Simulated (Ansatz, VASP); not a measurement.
# Cross-check of Si27C26N (N_C) between VASP and Ansatz

Aim: how closely do two programs agree when they are given the same cell, functional and k mesh? The structure shown is the start of the Ansatz relaxation below; VASP solves that cell, so the two are compared at the walk's first step.

Calculated with Ansatz 0.2.0; plane waves, with VASP 6.6.1 beside it; single point at r2SCAN.

**1. Set-up**

The cell holds 54 atoms: 27 Si, 26 C and 1 N. Its edges and angles: a = 9.242 Å, b = 9.242 Å, c = 9.242 Å, α = 60.0°, β = 60.0°, γ = 60.0°. It derives from SiC (SiC (F-43m)). Nearest the centre at fractional (0.417, 0.417, 0.417): N54 at 0.05 Å, Si23 at 1.85 Å, Si14 at 1.86 Å, Si17 at 1.87 Å, Si15 at 1.88 Å, C46 at 3.05 Å, C40 at 3.07 Å, C43 at 3.08 Å. The cell carries charge +1.

Coordinates:

```
Si C N
1.0
     0.00000    6.53489    6.53489
     6.53489    0.00000    6.53489
     6.53489    6.53489    0.00000
Si C N
27 26 1
Direct
  0.00644 0.99642 0.99881
  0.00630 0.99709 0.33012
  0.99540 0.00600 0.66640
  0.00465 0.32815 0.99805
  0.99626 0.33926 0.33412
  0.00083 0.32732 0.67128
  0.99485 0.66448 0.00412
  0.00226 0.66005 0.33518
  0.00478 0.66816 0.66616
  0.32879 0.00008 0.00597
  0.32886 0.00200 0.33854
  0.32891 0.00340 0.66351
  0.32924 0.33723 0.00375
  0.33077 0.33955 0.33334
  0.33065 0.33991 0.66526
  0.33900 0.66708 0.99894
  0.33762 0.66465 0.33629
  0.33470 0.66430 0.66213
  0.66493 0.00378 0.99455
  0.66209 0.99762 0.33877
  0.66087 0.00486 0.66646
  0.66058 0.33714 0.00262
  0.66210 0.33809 0.33050
  0.66582 0.33121 0.66320
  0.66799 0.67187 0.99879
  0.66981 0.66738 0.32689
  0.66078 0.67118 0.66624
  0.08395 0.08000 0.08003
  0.07911 0.08817 0.41929
  0.08894 0.08027 0.74604
  0.07691 0.42020 0.08533
  0.07733 0.42022 0.41604
  0.08093 0.41273 0.75610
  0.08306 0.74766 0.07966
  0.08253 0.75198 0.42124
  0.08157 0.75018 0.74559
  0.42202 0.07951 0.08522
  0.41482 0.07797 0.41986
  0.42079 0.07735 0.74951
  0.42109 0.41060 0.08482
  0.41261 0.41970 0.75454
  0.41482 0.75450 0.08596
  0.41538 0.75381 0.41098
  0.42010 0.74670 0.75417
  0.74448 0.08862 0.08363
  0.74913 0.08878 0.41140
  0.75338 0.08677 0.74905
  0.75423 0.41060 0.08527
  0.74801 0.41998 0.42063
  0.74529 0.41766 0.74808
  0.75431 0.75203 0.07736
  0.75359 0.74816 0.42031
  0.74808 0.75529 0.75157
  0.41646 0.41050 0.42011
```

**2. Ansatz: relaxation, r2SCAN**

Ansatz runs on its PAW soft_1 files.

The two programs are compared at the cell with which this relaxation starts, whose forces are those of its first step.

input.yaml reads:

```yaml
crystal:
  lattice:
    - [0.0, 2.17829624, 2.17829624]
    - [2.17829624, 0.0, 2.17829624]
    - [2.17829624, 2.17829624, 0.0]
  atoms:
    - { symbol: Si, position: [0.0, 0.0, 0.0] }
    - { symbol: C, position: [0.25, 0.25, 0.25] }
  supercell: [3, 3, 3]
  defects: [{ substitution: { at: 27, symbol: "N" } }]
total_charge: 1
basis:
  ecutwfc: 500
  xc_grid: 2
hamiltonian:
  xc: r2scan
  pseudopotentials: { kind: paw, azcp: { folder: soft_1 } }
kpoints:
  mp_grid: { grid: [2, 2, 2], shift: [0.5, 0.5, 0.5] }
scf:
  occupations: { method: fixed }
  max_iter: 60
output:
  forces: true
  charged_corrections: { epsilon: 7.06, static_epsilon: 10.43 }
relax:
  f_tol: 0.02
  max_steps: 80
  random_displacement: { amplitude: 0.05, seed: 9417 }
checkpoint:
  write: "../qp1.relax.run"
  compress: false
  write_wavefunctions: true
  write_every: 100000
```

Run with:

```bash
$ ansatz run input.yaml --threads 4 --pin off --max-ram 7536MiB --backend cpu --events-out ev --progress --plain --runs-dir out
```

Numbers of over 12 decimals in the logs are rounded to 6 here.

Output:

```text
Engine: ansatz 0.2.0, x86_64-unknown-linux-gnu
Pseudopotentials: kind: paw
Pseudopotential: Si, paw, valence charge 4, recommended cutoff 500 eV (meta_gga), soft_1/Si.paw.azcp
Pseudopotential: C, paw, valence charge 4, recommended cutoff 500 eV (meta_gga), soft_1/C.paw.azcp
Pseudopotential: N, paw, valence charge 5, recommended cutoff 500 eV (meta_gga), soft_1/N.paw.azcp
Functional definition: r2SCAN
  parameter k0 = 0.174
  parameter k1 = 0.065
  parameter a1 = 4.9479
  exchange = r2scan_x(k0 = k0, k1 = k1, a1 = a1)
  correlation = r2scan_c
Crystal: 54 atoms, lattice volume = 558.142 Å³
Basis set: ecut = 500 eV, 14163 PW (Γ), exchange–correlation on 144×144×144 points (8 copies of the dense FFT grid, shifted against one another)
Bands: 162, of which v1, the nominal top of the filled ones, is band 108 counted from 1 (107 counted from 0)
Symmetry: 1 space group operations
k-points: 4 of 8 (time reversal used)
Non-local potential: Si, projectors of the file, l = 0: 2, l = 1: 2, l = 2: 1
Non-local potential: C, projectors of the file, l = 0: 2, l = 1: 2, l = 2: 1
Non-local potential: N, projectors of the file, l = 0: 2, l = 1: 2, l = 2: 1
PAW form: soft (Blöchl's): semilocal exchange-correlation on the pseudo side does not see the compensation charge
PAW frozen core: Si, regenerated for the run's functional (the file was generated under x = pbe(κ = 0.804, μ = 0.219515), c = pbe(β = 0.066725))
PAW frozen core: C, regenerated for the run's functional (the file was generated under x = pbe(κ = 0.804, μ = 0.219515), c = pbe(β = 0.066725))
PAW frozen core: N, regenerated for the run's functional (the file was generated under x = pbe(κ = 0.804, μ = 0.219515), c = pbe(β = 0.066725))
PAW one-centre angular grid: Si, 302 points (default); XC on 160 Gauss nodes
PAW one-centre angular grid: C, 302 points (default); XC on 219 of its mesh's 2255 points in the sphere
PAW one-centre angular grid: N, 302 points (default); XC on 160 Gauss nodes
Initial density: superposition of atomic densities (chi_scale 0.1, normalization cell, long waves kept (reshape's long-wave potential 0.16 eV rms))
Initial wavefunctions: pseudopotential atomic-orbital guess
Functional: x = r2scan, c = r2scan; τ floored in thin density (d = 2e-4 eV/Å³)
SCF iter   1: F=—  HF=-24242.100954 eV  |F-HF|=—  |Δ(HF+E_count)|=         —  Δρ=1.36e-1  dr2=1.35e2  dr2_τ=1.41e1  ethr=3.10e-3  ⟨swp⟩=5.0  Hψ=2268  notcnv=0  defer=204
preconditioner: auto → Resta (q_TF=auto, 2.329 Å⁻¹)  ε∞=3.9  [insulator: Δε(μ)=3.709 eV  Ē_g=13.665 eV  n_scr=112 (ndim 8)  ℏωp=23.1 eV  f_vac=0.000  ε∞_Penn≈3.9]
SCF iter   2: F=—  HF=-24208.011554 eV  |F-HF|=—  |Δ(HF+E_count)|=    3.41e1  Δρ=5.01e-2  dr2=1.41e1  dr2_τ=1.53e0  ethr=3.10e-3  ⟨swp⟩=4.0  Hψ=1725  notcnv=0  defer=199
SCF iter   3: F=—  HF=-24208.498189 eV  |F-HF|=—  |Δ(HF+E_count)|=   4.87e-1  Δρ=1.92e-2  dr2=1.41e0  dr2_τ=4.99e-2  ethr=3.10e-3  ⟨swp⟩=3.0  Hψ=913  notcnv=0  defer=204
SCF iter   4: F=—  HF=-24208.754026 eV  |F-HF|=—  |Δ(HF+E_count)|=   2.56e-1  Δρ=3.00e-3  dr2=4.42e-2  dr2_τ=7.44e-3  ethr=6.52e-4  ⟨swp⟩=2.5  Hψ=1010  notcnv=0  defer=204
SCF iter   5: F=—  HF=-24208.749933 eV  |F-HF|=—  |Δ(HF+E_count)|=   4.09e-3  Δρ=1.02e-3  dr2=4.32e-3  dr2_τ=8.69e-4  ethr=2.05e-5  ⟨swp⟩=3.0  Hψ=986  notcnv=0  defer=208
SCF iter   6: F=—  HF=-24208.749847 eV  |F-HF|=—  |Δ(HF+E_count)|=   8.60e-5  Δρ=2.23e-4  dr2=2.37e-4  dr2_τ=1.85e-5  ethr=2.00e-6  ⟨swp⟩=2.0  Hψ=1088  notcnv=0  defer=208
SCF iter   7: F=—  HF=-24208.749958 eV  |F-HF|=—  |Δ(HF+E_count)|=   1.11e-4  Δρ=5.28e-5  dr2=1.34e-5  dr2_τ=8.68e-7  ethr=1.10e-7  ⟨swp⟩=2.0  Hψ=883  notcnv=0  defer=208
SCF iter   8: F=-24208.749961 eV  HF=-24208.749961 eV  |F-HF|=6.79e-7  |Δ(HF+E_count)|=   3.02e-6  Δρ=1.37e-5  dr2=1.26e-6  dr2_τ=1.69e-7  ethr=4.63e-9  ⟨swp⟩=4.0  Hψ=1852  notcnv=0
SCF 1 converged in 8 iterations: F = -24208.749961 eV  dr2 = 1.26e-6
  greatest PAW one-centre occupation: 0.798 electrons in one spin orbital (limit 2), on the N atom at site 27 (counted from 0), in its partial waves of l = 0
relax step   1: F+E_penalty+E_count = -24208.74996064 eV  Δ(F+E_penalty+E_count) = +0.000e0 eV  max|allowed force component| = 2.291e0 eV/Å  Δτ_max = 0.0000 Å  (8 SCF iters, dr2 threshold 1.00e-5 eV, accepted)
Initial density: handed on by an earlier stage of this run
Initial wavefunctions: those handed on with the density
iter 1 solved again at ethr=2.38e-4 eV; its pass at ethr=3.10e-3 eV (dr2=5.15e-1 eV) is discarded
SCF iter   1: F=—  HF=-24210.618873 eV  |F-HF|=—  |Δ(HF+E_count)|=         —  Δρ=8.06e-3  dr2=5.25e-1  dr2_τ=3.82e-1  ethr=2.38e-4  ⟨swp⟩=1.8  Hψ=2355  notcnv=0  defer=199
preconditioner: auto → Resta (q_TF=auto, 2.329 Å⁻¹)  ε∞=4.2  [insulator: Δε(μ)=2.226 eV  Ē_g=12.829 eV  n_scr=112 (ndim 8)  ℏωp=23.1 eV  f_vac=0.000  ε∞_Penn≈4.2]
[...]
k-point 2: bands = [... 104 lower, 8.5859, 8.6838, 8.9122, 9.1254, 11.5445, 12.7278, 12.8385, 13.2798, ... 50 higher]
  k-point 3: bands = [... 104 lower, 8.5857, 8.6839, 8.9122, 9.1255, 11.5445, 12.7278, 12.8385, 13.2799, ... 50 higher]
--- Relaxed structure (5 steps of the walk, 5 accepted, 0 SCFs on fresh bases) ---
  F+E_penalty+E_count = -24211.02529457 eV   max|allowed force component| = 4.223e-3 eV/Å
  atoms:
    - { symbol: Si, position: [-0.000747741, 0.000370895, 6.336821844067343e-5] }
    - { symbol: C, position: [0.082674, 0.083777, 0.083496] }
    - { symbol: Si, position: [-0.000116187, 0.00098375, 0.333060] }
    - { symbol: C, position: [0.082677, 0.083773, 0.417109] }
    - { symbol: Si, position: [-0.000744135, 0.000369379, 0.667305] }
    - { symbol: C, position: [0.082689, 0.083804, 0.750283] }
    - { symbol: Si, position: [-0.000115421, 0.333345, 0.000700599] }
    - { symbol: C, position: [0.082671, 0.417404, 0.083489] }
    - { symbol: Si, position: [-0.000115615, 0.333342, 0.333053] }
    - { symbol: C, position: [0.083817, 0.417546, 0.417245] }
    - { symbol: Si, position: [-0.000982624, 0.333035, 0.667470] }
    - { symbol: C, position: [0.083814, 0.417552, 0.748448] }
    - { symbol: Si, position: [-0.000736531, 0.667602, 6.376384636702648e-5] }
    - { symbol: C, position: [0.082697, 0.750583, 0.083497] }
    - { symbol: Si, position: [-0.000983192, 0.667774, 0.332724] }
    - { symbol: C, position: [0.083831, 0.748711, 0.417260] }
    - { symbol: Si, position: [-0.000993985, 0.667786, 0.667492] }
    - { symbol: C, position: [0.082711, 0.750582, 0.750278] }
    - { symbol: Si, position: [0.332235, 0.000985947, 0.000703863] }
    - { symbol: C, position: [0.416299, 0.083770, 0.083491] }
    - { symbol: Si, position: [0.332240, 0.000981888, 0.333057] }
    - { symbol: C, position: [0.416433, 0.084928, 0.417247] }
    - { symbol: Si, position: [0.331916, 0.000139666, 0.667472] }
    - { symbol: C, position: [0.416435, 0.084930, 0.748446] }
    - { symbol: Si, position: [0.332241, 0.333338, 0.00069894] }
    - { symbol: C, position: [0.416445, 0.417551, 0.084613] }
    - { symbol: Si, position: [0.331511, 0.332635, 0.332295] }
    - { symbol: N, position: [0.416089, 0.417208, 0.416873] }
    - { symbol: Si, position: [0.331521, 0.332652, 0.670552] }
    - { symbol: C, position: [0.416462, 0.417562, 0.748448] }
    - { symbol: Si, position: [0.331923, 0.667776, -0.000183042] }
    - { symbol: C, position: [0.416451, 0.748717, 0.084631] }
    - { symbol: Si, position: [0.331536, 0.670862, 0.332324] }
    - { symbol: C, position: [0.416468, 0.748722, 0.417271] }
    - { symbol: Si, position: [0.331933, 0.667794, 0.667504] }
    - { symbol: C, position: [0.416176, 0.750511, 0.750205] }
    - { symbol: Si, position: [0.666492, 0.000369157, 6.476408956168633e-5] }
    - { symbol: C, position: [0.749474, 0.083812, 0.083493] }
    - { symbol: Si, position: [0.666655, 0.000144268, 0.332728] }
    - { symbol: C, position: [0.747624, 0.084941, 0.417248] }
    - { symbol: Si, position: [0.666658, 0.000140201, 0.667477] }
    - { symbol: C, position: [0.749476, 0.083820, 0.750278] }
    - { symbol: Si, position: [0.666665, 0.333037, -0.000183709] }
    - { symbol: C, position: [0.747620, 0.417568, 0.084618] }
    - { symbol: Si, position: [0.669751, 0.332656, 0.332318] }
    - { symbol: C, position: [0.747634, 0.417570, 0.417267] }
    - { symbol: Si, position: [0.666686, 0.333043, 0.667496] }
    - { symbol: C, position: [0.749400, 0.417291, 0.750201] }
    - { symbol: Si, position: [0.666684, 0.667793, -0.000195108] }
    - { symbol: C, position: [0.749477, 0.750587, 0.083507] }
    - { symbol: Si, position: [0.666698, 0.667801, 0.332730] }
    - { symbol: C, position: [0.749401, 0.750516, 0.416976] }
    - { symbol: Si, position: [0.666076, 0.667191, 0.666879] }
    - { symbol: C, position: [0.749393, 0.750520, 0.750196] }
```

(Continued in part 2 of 2.)

[Lines on the potential files, build, host, timing and source positions are cut from VASP's logs without a mark.]

[Logs are printed without paths, hosts, clocks, repeated set-up lines and the standing remarks that a program may print on its own settings, such as how far it seeks lower states.]

[Hosts, paths, dates, database ids (printed as entryN), source tags and the programs' standing remarks are cut or masked in the printed files.]
